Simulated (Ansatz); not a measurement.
# InSb: response to strain

Aim: deform InSb (equal xx and yy strain of +3 %) and compute stress, forces and field gradients with LAPW, PAW and all-electron datasets made for the crystal.

Computed with Ansatz 0.2.0 (DFT PBE, scalar-relativistic, unless a step's input says otherwise).

## Step 1: Starting point

It takes space group F-43m (No. 216, cubic). The conventional cell has a = 6.478 Å, b = 6.478 Å, c = 6.478 Å, α = 90.00°, β = 90.00°, γ = 90.00°. Around In (site symmetry -43m) lie 4 Sb at 2.81 Å. Sb (site symmetry -43m) is surrounded by 4 In at 2.81 Å.

As a file:

```cif
data_structure
_symmetry_space_group_name_H-M 'F-43m'
_symmetry_Int_Tables_number 216
_cell_length_a 6.4782
_cell_length_b 6.4782
_cell_length_c 6.4782
_cell_angle_alpha 90.000
_cell_angle_beta 90.000
_cell_angle_gamma 90.000
_cell_volume 271.87
loop_
_atom_site_label
_atom_site_type_symbol
_atom_site_symmetry_multiplicity
_atom_site_Wyckoff_symbol
_atom_site_fract_x
_atom_site_fract_y
_atom_site_fract_z
_atom_site_occupancy
In1 In 4 a 0.00000 0.00000 0.00000 1
Sb1 Sb 4 c 0.25000 0.25000 0.25000 1
```

The file gives the conventional cell by its symmetry; the runs use the cell typed in the input.

Atoms are numbered in the order of the input: In1, Sb2.

## Step 2: The deformed structure

Space group F-43m before, I-4m2 after.

## Step 3: LAPW, all electrons

The input, input.yaml:

```yaml
crystal:
  lattice:
    - [0.0, 3.336273, 3.2391]
    - [3.336273, 0.0, 3.2391]
    - [3.336273, 3.336273, 0.0]
  atoms:
    - { symbol: In, position: [0.0, 0.0, 0.0] }
    - { symbol: Sb, position: [0.75, 0.75, 0.75] }
kpoints:
  mp_grid: { grid: [10, 10, 10] }
  band_path:
    path:
      - [0.0, 0.0, 0.0]
      - [0.0, 0.5, 0.5]
      - [0.25, 0.75, 0.5]
      - [0.0, 0.5, 0.0]
      - [0.0, 0.0, 0.0]
      - [0.5, 0.5, 0.0]
      - [0.3826125, 0.6173875, 0.0]
      - [-0.3826125, 0.3826125, 0.0]
      - [0.0, 0.0, 0.0]
    npoints: 5
scf:
  occupations: { method: fermi_dirac, width: 0.03 }
hamiltonian:
  xc: pbe
  pseudopotentials: { kind: all_electron, lapw: { basis_error: 0.00025 } }
output:
  forces: true
  stress: true
  eigenvalues: true
```

On the command line:

```console
$ ansatz run input.yaml --threads 1 --pin off --max-ram 3072MiB --backend cpu --events-out ev --progress --plain --runs-dir out
```

## Step 4: PAW on the default files

The input, input.yaml:

```yaml
crystal:
  lattice:
    - [0.0, 3.336273, 3.2391]
    - [3.336273, 0.0, 3.2391]
    - [3.336273, 3.336273, 0.0]
  atoms:
    - { symbol: In, position: [0.0, 0.0, 0.0] }
    - { symbol: Sb, position: [0.75, 0.75, 0.75] }
kpoints:
  mp_grid: { grid: [10, 10, 10] }
scf:
  occupations: { method: fermi_dirac, width: 0.03 }
hamiltonian:
  xc: pbe
  pseudopotentials: { kind: paw }
output:
  forces: true
  stress: true
  eigenvalues: true
  efg: { contact_densities: true }
  write_density: true
  write_potential: true
  elf: true
  volumetric_format: npy
```

## Step 5: All-electron PAW on datasets made for the crystal

Changes to input.yaml since step 4:

```diff
@@ -14,3 +14,3 @@
   xc: pbe
-  pseudopotentials: { kind: paw }
+  pseudopotentials: { kind: all_electron, datasets: crystal }
 output:
@@ -20,5 +20 @@
   efg: { contact_densities: true }
-  write_density: true
-  write_potential: true
-  elf: true
-  volumetric_format: npy
```

(Steps that only read results are left out.)

Before running it: what results should come out? Wanted: pressure; largest shear or deviatoric stress.

**Answer**, as computed:

```
                                 quantity                                           value
                                 pressure  LAPW 0.48, PAW 0.47, crystal datasets 0.48 GPa
largest shear or deviatoric stress (LAPW)                                        0.48 GPa
```

**Reading.** The largest part of the stress beyond the pressure is 0.48 GPa in size, in the zz component; the atoms are carried along and not relaxed. No run of the undeformed cell stands beside it, so the pressure holds what the given cell had before the change. PAW: stress within 0.01 GPa of LAPW. Crystal datasets: stress within 0.01 GPa of LAPW. Spin-orbit coupling is left out, though the cell holds Sb; in elements this heavy it can shift bands and gaps by tenths of an eV.
